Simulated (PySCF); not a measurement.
Runs of PySCF 2.14.0 on SnTe. The structure is cubic, space group Fm-3m (No. 225). Conventional cell: a = 6.302 Å, b = 6.302 Å, c = 6.302 Å, α = 90.00°, β = 90.00°, γ = 90.00°. Te (site symmetry m-3m) is surrounded by 6 Sn at 3.15 Å. Sn (site symmetry m-3m) is surrounded by 6 Te at 3.15 Å. 

| task | level | potentials or basis | k mesh | smearing | symmetry | potentials | three-body dispersion term | coulomb method | band path | mesh quality | V0 of scaled cells (Å³/atom) | B0 (GPa) |
| --- | --- | --- | --- | --- | --- | --- | --- | --- | --- | --- | --- | --- |
| equation of state | PBE+D3(BJ) | DZVP-MOLOPT-SR/GTH-PBE (potentials made for PBE) | 6 × 6 × 6 | fermi-dirac 0.05 eV | yes | Sn GTH-PBE-q4, Te GTH-PBE-q6 | no | multigrid | - | not flagged | 31.96 | 44 |
| equation of state | PBE+D4 | DZVP-MOLOPT-SR/GTH-PBE (potentials made for PBE) | 6 × 6 × 6 | fermi-dirac 0.05 eV | yes | Sn GTH-PBE-q4, Te GTH-PBE-q6 | yes | multigrid | - | not flagged | (a) | 44 |
| equation of state | PBE+D3(BJ) | DZVP-MOLOPT-SR/GTH-PBE (potentials made for PBE) | 6 × 6 × 6 | fermi-dirac 0.05 eV | yes | Sn GTH-PBE-q4, Te GTH-PBE-q6 | yes | multigrid | - | not flagged | (b) | 43 |
| equation of state | LDA | DZVP-MOLOPT-SR/GTH-PBE (potentials made for PBE) | 5 × 5 × 5 | fermi-dirac 0.05 eV | yes | Sn GTH-PBE-q4, Te GTH-PBE-q6 | - | multigrid | - | not flagged | 32.60 | 44 |

Alike in all rows: no spin polarisation; cell as given.

Estimate the missing entries.

(a) 31.91; (b) 32.08.

Caveats: the basis of atomic orbitals isn't converged, which shifts pressures, moduli and gaps; the potentials were made for another functional, which shifts forces and pressure (some runs).

Not every run made on this cell is shown here.
